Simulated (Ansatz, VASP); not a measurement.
**Two plane-wave programs on W**

INCAR

```
SYSTEM = W
PREC     = Accurate       ! precision mode
ENCUT    = 520            ! plane-wave cutoff, eV
EDIFF    = 1E-7           ! SCF threshold, eV
ISMEAR   = -1             ! smearing method
SIGMA    = 0.05           ! smearing width, eV
LREAL    = .False.        ! projectors in reciprocal space
LASPH    = .True.         ! aspherical terms in the spheres
NELM     = 60             ! most SCF steps
ALGO     = Normal         ! electronic algorithm
ISIF     = 2              ! what is computed and relaxed
LWAVE    = .False.        ! write WAVECAR
LCHARG   = .False.        ! write CHGCAR
GGA      = PE             ! functional
NBANDS   = 13             ! bands
```

The input KPOINTS:

```
regular mesh
0
Gamma
  11 11 11
  0 0 0
```

Contents of POSCAR:

```
W
1.0
    0.0000000000      1.9885598007      1.9885598007
    1.9885598007      0.0000000000      1.9885598007
    1.9885598007      1.9885598007      0.0000000000
W
1
Direct
    0.0000000000      0.0000000000      0.0000000000
```

File input.yaml:

```yaml
crystal:
  lattice:
    - [0.0, 1.9885598007, 1.9885598007]
    - [1.9885598007, 0.0, 1.9885598007]
    - [1.9885598007, 1.9885598007, 0.0]
  atoms:
    - { symbol: W, position: [0.0, 0.0, 0.0] }
hamiltonian:
  xc: pbe
  pseudopotentials: { kind: paw }
kpoints:
  mp_grid: { grid: [11, 11, 11] }
scf:
  occupations: { method: fermi_dirac, width: 0.05 }
output:
  forces: true
  stress: true
  eigenvalues: true
```

Change from the starting cell: volume scaled by 0.94.

Alike in both runs: task single point; functional PBE; k mesh 11 × 11 × 11; occupations fermi-dirac, width 0.05 eV; no spin polarisation.

|  | VASP | Ansatz |
| --- | --- | --- |
| version | VASP 6.6.1 | Ansatz 0.2.0 |
| potentials or method | VASP PAW PBE potentials, release 64 (W_sv) | Ansatz PAW |
| plane-wave cutoff (eV) | 520 | 420 |
| valence electrons in the cell | 14 | 14 |

```csv
,VASP,Ansatz,Ansatz less VASP
gap on the k mesh at the Fermi level (eV),none,none,-
pressure (GPa),15.0,14.4,-0.63
```

A gap of «none» marks a metal or a gap that the smearing closes.

Spin-orbit coupling is left out, which matters for the levels of W.
